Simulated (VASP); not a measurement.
# C2H4 in VASP: settings compared, part 2 of 2

VASP 6.6.1. The steps go on from the part before.

## Step 3: Single point, PBEsol

Input file INCAR:

```
SYSTEM = H2C
ALGO = Normal
EDIFF = 1E-6
ENCUT = 400
GGA = PS
ISIF = 2
ISMEAR = 0
ISYM = 0
LASPH = .TRUE.
LCHARG = .FALSE.
LREAL = .FALSE.
LWAVE = .FALSE.
NELM = 60
PREC = Accurate
SIGMA = 0.01
```

Input file KPOINTS:

```
k-points
0
G
  1 1 1
  0 0 0
```

Input file POSCAR:

```
H2C                                     
1.0
   13.0146151263      0.0000000000      0.0000000000
    0.0000000000     13.5146151263      0.0000000000
    0.0000000000      0.0000000000     14.0146151263
  C               H             
     2     4
Selective dynamics
Direct
     0.5432027012999967    0.4875295362000003    0.4812177697999971   F   F   F
     0.4557463640286073    0.5202657865661985    0.5192355659677074   T   T   T
     0.5651186702230939    0.4096132336611897    0.4843618238086328   T   T   T
     0.5968691103297031    0.5371520237344053    0.4452231535384664   T   T   T
     0.4342162623295124    0.5983133022806838    0.5158786262629017   T   T   T
     0.4023410632690648    0.4702679784634422    0.5551685940794859   T   T   T
```

Potentials or basis: VASP PAW PBE potentials, release 64 (C, H).

Launch:

```
$ cat potpaw_PBE.64/C/POTCAR potpaw_PBE.64/H/POTCAR > POTCAR
$ mpirun -np 4 vasp_gam > vasp.out
```

Run time: 28 s. Hardware: 4 MPI ranks of Intel Xeon 6975P-C (Granite Rapids), shared host; peak memory 0.46 GiB.

It converged, with:

```yaml
Free_energy: -32.1602 eV
Largest_force: 0.225 eV/Å
Gap_between_the_frontier_levels: 5.69 eV
```

Forces in eV/Å, atoms in the order of the input:
```
C   -0.156  0.060  0.073
C    0.192 -0.074 -0.090
H    0.013 -0.129  0.017
H    0.067  0.097 -0.055
H   -0.040  0.097  0.003
H   -0.076 -0.051  0.051
```

Levels at points of the mesh, in eV from the valence-band top:
| k point | band 2 | band 3 | band 4 | band 5 | band 6 | band 7 | band 8 | band 9 | band 10 | band 11 |
| --- | --- | --- | --- | --- | --- | --- | --- | --- | --- | --- |
| (0.00, 0.00, 0.00) | -7.34 | -4.62 | -3.34 | -1.61 | 0.00 | 5.69 | 6.39 | 7.08 | 7.10 | 7.15 |

Caveat: the cutoff is under 1.25 times the usual one of these potentials, so pressure, stress and relaxed cells hold a basis-set (Pulay) error; the PAW data sets were made with another functional, which shifts forces and pressure a little. PBEsol gaps usually lie below the measured ones, often by a third to a half.

## Step 4: Single point, PBE+D3

Edit INCAR of step 3 so:

```diff
@@ -4,3 +4,3 @@
 ENCUT = 400
-GGA = PS
+GGA = PE
 ISIF = 2
@@ -8,2 +8,3 @@
 ISYM = 0
+IVDW = 11
 LASPH = .TRUE.
```

KPOINTS is that of step 3.

POSCAR is that of step 3.

Launch:

```
$ cat potpaw_PBE.64/C/POTCAR potpaw_PBE.64/H/POTCAR > POTCAR
$ mpirun -np 4 vasp_gam > vasp.out
```

Wall time 24 s (4 MPI ranks of Intel Xeon 6975P-C (Granite Rapids), shared host); peak memory 0.46 GiB.

The run converged. Its results:

```yaml
Free_energy: -31.9883 eV
Largest_force: 0.048 eV/Å
Gap_between_the_frontier_levels: 5.68 eV
Dispersion_energy_per_atom: -0.002 eV
```

Forces in eV/Å, atoms in the order of the input:
```
C    0.041 -0.016 -0.019
C   -0.003  0.001  0.001
H   -0.005 -0.021  0.007
H    0.006  0.021 -0.007
H   -0.024 -0.011  0.015
H   -0.015  0.026  0.004
```

Levels at points of the mesh, in eV from the valence-band top:
| k point | band 3 | band 4 | band 5 | band 6 | band 7 | band 8 | band 9 | band 10 |
| --- | --- | --- | --- | --- | --- | --- | --- | --- |
| (0.00, 0.00, 0.00) | -4.68 | -3.41 | -1.73 | 0.00 | 5.68 | 6.34 | 7.01 | 7.04 |

Caveat: the cutoff is under 1.25 times the usual one of these potentials, so pressure, stress and relaxed cells hold a basis-set (Pulay) error.

## Step 5: Single point, PBE+D4

Edit INCAR of step 4 so:

```diff
@@ -8,3 +8,3 @@
 ISYM = 0
-IVDW = 11
+IVDW = 13
 LASPH = .TRUE.
```

KPOINTS is that of step 4.

POSCAR is that of step 4.

Potentials or basis: VASP PAW PBE potentials, release 64 (C, H).

Launch:

```
$ cat potpaw_PBE.64/C/POTCAR potpaw_PBE.64/H/POTCAR > POTCAR
$ mpirun -np 4 vasp_gam > vasp.out
```

OUTCAR:

```text
SYSTEM = H2C
   EDIFF = 1E-6
   ENCUT = 400
   GGA = PE
   ISIF = 2
   ISMEAR = 0
   ISYM = 0
   IVDW = 13
   LASPH = .TRUE.
   LREAL = .FALSE.
   NELM = 60
   PREC = Accurate

 ion  position               nearest neighbor table
   1  0.543  0.488  0.481-   4 1.09   3 1.09   2 1.33
   2  0.456  0.520  0.519-   6 1.09   5 1.09   1 1.33
   3  0.565  0.410  0.484-   1 1.09
   4  0.597  0.537  0.445-   1 1.09
   5  0.434  0.598  0.516-   2 1.09
   6  0.402  0.470  0.555-   2 1.09

IMPORTANT INFORMATION: All symmetrisations will be switched off!
NOSYMM: (Re-)initialisation of all symmetry stuff for point group C_1.

----------------------------------------------------------------------------------------

                                     Primitive cell

  volume of cell :    2464.9958

  direct lattice vectors                    reciprocal lattice vectors
    13.014615126  0.000000000  0.000000000     0.076836694  0.000000000  0.000000000
     0.000000000 13.514615126  0.000000000     0.000000000  0.073993968  0.000000000
     0.000000000  0.000000000 14.014615126     0.000000000  0.000000000  0.071354082

  length of vectors
    13.014615126 13.514615126 14.014615126     0.076836694  0.073993968  0.071354082

  position of ions in fractional coordinates (direct lattice)
     0.543202701  0.487529536  0.481217770
     0.455746364  0.520265787  0.519235566
     0.565118670  0.409613234  0.484361824
     0.596869110  0.537152024  0.445223154
     0.434216262  0.598313302  0.515878626
     0.402341063  0.470267978  0.555168594

  ion indices of the primitive-cell ions
   primitive index   ion index
                 1           1
                 2           2
                 3           3
                 4           4
                 5           5
                 6           6

----------------------------------------------------------------------------------------

 KPOINTS: k-points

[... 68 lines left out ...]
   GGA     = PE    functional components
   LHFCALC =     F    Hartree Fock is set to
   AEXX    =    0.0000 exact exchange contribution
   IVDW    =    13    specifies the selected vdW correction
   LEPSILON=     F    determine dielectric tensor
   LRPA    =     F    only Hartree local field effects (RPA)
 non-spin polarized calculation
 Gauss-broadening in eV      SIGMA  =   0.01
  energy-cutoff  :      400.00
  volume of cell :     2465.00
 maximum number of plane-waves:     22382
 NGX is ok and might be reduce to    90
   NGX = 43   NGY = 45   NGZ = 45

 number of electron      11.9999999 magnetization

 Free energy of the ion-electron system (eV)
  ---------------------------------------------------
  ext. energy  EPLUGINS =         0.00000000
  ---------------------------------------------------
  free energy    TOTEN  =       -31.97571129 eV

  energy without entropy =      -31.97571129  energy(sigma->0) =      -31.97571129

 E-fermi :  -6.6317     XC(G=0):  -0.4018

 val. band max:       -6.6857639463   @ k =   0.0000   0.0000   0.0000
 cond. band min:      -1.0061783540   @ k =   0.0000   0.0000   0.0000
 fundamental gap:      5.6795855924
 Fermi energy:        -6.6317172045

 k-point     1 :       0.0000    0.0000    0.0000
  band No.  band energies     occupation
      1     -18.7200      2.00000
      2     -14.1279      2.00000
      3     -11.3651      2.00000
      4     -10.0971      2.00000
      5      -8.4129      2.00000
      6      -6.6858      2.00000
      7      -1.0062      0.00000
      8      -0.3487      0.00000
      9       0.3247      0.00000
     10       0.3579      0.00000
     11       0.4315      0.00000
     12       0.6032      0.00000

------------------------ aborting loop because EDIFF is reached ----------------------------------------

  DFT-D4 for vdW energy calculation

  Edisp (eV):   -0.05202

  FORCE on cell =-STRESS in cart. coord.  units (eV):
  Direction    XX          YY          ZZ          XY          YZ          ZX
  --------------------------------------------------------------------------------------
  -------------------------------------------------------------------------------------
  Total      -0.43447    -0.49834    -0.53281    -0.03677     0.00577    -0.06280
  in kB      -0.28239    -0.32391    -0.34631    -0.02390     0.00375    -0.04082
  external pressure =       -0.32 kB  Pullay stress =        0.00 kB

 VOLUME and BASIS-vectors are now :
 -----------------------------------------------------------------------------
  energy-cutoff  :      400.00
  volume of cell :     2465.00
      direct lattice vectors                 reciprocal lattice vectors
    13.014615126  0.000000000  0.000000000     0.076836694  0.000000000  0.000000000
     0.000000000 13.514615126  0.000000000     0.000000000  0.073993968  0.000000000
     0.000000000  0.000000000 14.014615126     0.000000000  0.000000000  0.071354082

 POSITION                                       TOTAL-FORCE (eV/Angst)
 -----------------------------------------------------------------------------------
      7.06957      6.58877      6.74408         0.033758     -0.013498     -0.015502
      5.93136      7.03119      7.27689         0.004608     -0.001616     -0.002164
      7.35480      5.53577      6.78814        -0.006650     -0.018282      0.007052
      7.76802      7.25940      6.23963         0.002592      0.019581     -0.005390
      5.65116      8.08597      7.22984        -0.022155     -0.013868      0.014371
      5.23631      6.35549      7.78047        -0.012153      0.027683      0.001632
 -----------------------------------------------------------------------------------
    total drift:                               -0.000196      0.000281     -0.000135

  FREE ENERGIE OF THE ION-ELECTRON SYSTEM (eV)
  ---------------------------------------------------
  free  energy   TOTEN  =       -32.0277324196 eV

  energy  without entropy=      -32.0277324196  energy(sigma->0) =      -32.02773242
```

Run time: 27 s. Hardware: 4 MPI ranks of Intel Xeon 6975P-C (Granite Rapids), shared host; peak memory 0.47 GiB.

Results:

```yaml
Free_energy: -32.0277 eV
Largest_force: 0.040 eV/Å
Gap_between_the_frontier_levels: 5.68 eV
Dispersion_energy_per_atom: -0.009 eV
```

Forces in eV/Å, atoms in the order of the input:
```
C    0.034 -0.013 -0.016
C    0.005 -0.002 -0.002
H   -0.007 -0.018  0.007
H    0.003  0.020 -0.005
H   -0.022 -0.014  0.014
H   -0.012  0.028  0.002
```

Caveat: the cutoff is under 1.25 times the usual one of these potentials, so pressure, stress and relaxed cells hold a basis-set (Pulay) error.

## Step 6: Single point, PBE+D3(BJ)

Edit INCAR of step 5 so:

```diff
@@ -3,3 +3,3 @@
 EDIFF = 1E-6
-ENCUT = 400
+ENCUT = 520
 GGA = PE
@@ -8,3 +8,3 @@
 ISYM = 0
-IVDW = 13
+IVDW = 12
 LASPH = .TRUE.
```

KPOINTS is that of step 5.

POSCAR is that of step 5.

Potentials or basis: VASP PAW PBE potentials, release 64 (C, H).

Launch:

```
$ cat potpaw_PBE.64/C/POTCAR potpaw_PBE.64/H/POTCAR > POTCAR
$ mpirun -np 4 vasp_gam > vasp.out
```

Run time: 41 s. Hardware: 4 MPI ranks of Intel Xeon 6975P-C (Granite Rapids), shared host; peak memory 0.64 GiB.

It converged, with:

```yaml
Free_energy: -32.0436 eV
Largest_force: 0.081 eV/Å
Gap_between_the_frontier_levels: 5.68 eV
Dispersion_energy_per_atom: -0.011 eV
```

Forces in eV/Å, atoms in the order of the input:
```
C    0.069 -0.028 -0.032
C   -0.030  0.012  0.014
H   -0.015  0.013  0.005
H   -0.017  0.001  0.009
H   -0.014 -0.044  0.016
H    0.007  0.047 -0.013
```

Levels at points of the mesh, in eV from the valence-band top:
```tsv
k point	band 3	band 4	band 5	band 6	band 7	band 8	band 9	band 10
(0.00, 0.00, 0.00)	-4.68	-3.41	-1.73	0.00	5.68	6.34	7.01	7.04
```

## Step 7: Overview

```csv
level,potentials or basis,cutoff (eV),gap on the mesh (eV),largest force (eV/Å)
LDA,"VASP PAW LDA potentials, release 64 (C, H)",400,5.66,0.63
PBEsol,"VASP PAW PBE potentials, release 64 (C, H)",400,5.69,0.22
PBE+D3,"VASP PAW PBE potentials, release 64 (C, H)",400,5.68,0.05
PBE+D4,"VASP PAW PBE potentials, release 64 (C, H)",400,5.68,0.04
PBE+D3(BJ),"VASP PAW PBE potentials, release 64 (C, H)",520,5.68,0.08
```

Alike in all rows: task single point; no spin polarisation; cell as given; k mesh 1 × 1 × 1; smearing gaussian 0.01 eV.

Caveats: the cutoff is under 1.25 times the usual one of these potentials, so pressure, stress and relaxed cells hold a basis-set (Pulay) error (some runs); the PAW data sets were made with another functional, which shifts forces and pressure a little (some runs).

Absolute energies hang on the potentials; compare differences alone.
